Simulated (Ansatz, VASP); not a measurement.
## Si in VASP and in Ansatz

The input INCAR:

```
PREC = Accurate
ENCUT = 520
EDIFF = 1E-6
ISMEAR = 0
SIGMA = 0.05
LREAL = False
LASPH = True
NELM = 60
ALGO = Normal
ISIF = 2
LWAVE = False
LCHARG = False
GGA = PE
NBANDS = 16
```

Contents of KPOINTS:

```
Automatic mesh
0
Gamma
  12 12 6
```

The input POSCAR:

```
Si
1.0
    3.7865833161      0.0000000000      0.0000000000
   -1.8932916580      3.2792773453      0.0000000000
    0.0000000000      0.0000000000      6.5833537533
Si
4
Direct
    0.3333333333      0.6666666667      0.0864996323
    0.6666666667      0.3333333333      0.5864996323
    0.3333333333      0.6666666667      0.4135003677
    0.6666666667      0.3333333333      0.9135003677
```

Input for Ansatz:

```yaml
crystal:
  lattice:
    - [3.7865833161, 0.0, 0.0]
    - [-1.893291658, 3.2792773453, 0.0]
    - [0.0, 0.0, 6.5833537533]
  atoms:
    - { symbol: Si, position: [0.3333333333, 0.6666666667, 0.0864996323] }
    - { symbol: Si, position: [0.6666666667, 0.3333333333, 0.5864996323] }
    - { symbol: Si, position: [0.3333333333, 0.6666666667, 0.4135003677] }
    - { symbol: Si, position: [0.6666666667, 0.3333333333, 0.9135003677] }
basis:
  ecutwfc: 420
kpoints:
  mp_grid: { grid: [12, 12, 6] }
hamiltonian:
  xc: pbe
  pseudopotentials: { kind: paw, azcp: { folder: soft_1 } }
scf:
  occupations: { method: gaussian, width: 0.05 }
output:
  forces: true
  stress: true
  eigenvalues: true
  write_density: true
  write_potential: true
  elf: true
  volumetric_format: npy
```

Alike in both runs: task single point; functional PBE; k mesh 12 × 12 × 6; occupations gaussian, width 0.05 eV; no spin polarisation.

|  | VASP | Ansatz |
| --- | --- | --- |
| version | VASP 6.6.1 | Ansatz 0.2.0 |
| potentials or method | VASP PAW PBE potentials, release 64 (Si) | scalar-relativistic, plane waves, PAW |
| plane-wave cutoff (eV) | 520 | 420 |
| valence electrons in the cell | 16 | 16 |

|  | VASP | Ansatz | Ansatz less VASP |
| --- | --- | --- | --- |
| gap on the k mesh at the Fermi level (eV) | none | none | - |
| pressure (GPa) | 0.9 | 0.9 | +0.08 |
| largest component of the traceless stress (GPa) | 7.23 | 7.35 | +0.116 |
| rms of the force components (eV/Å) | 2.479 | 2.488 | +0.0091 |

Atom by atom the forces differ by 0.009 eV/Å (rms over components). A gap of «none» marks a metal or a gap that the smearing closes.

Caveats: forces of over 1 eV/Å show positions far from the minimum, so gaps and moduli don't describe the material at rest.
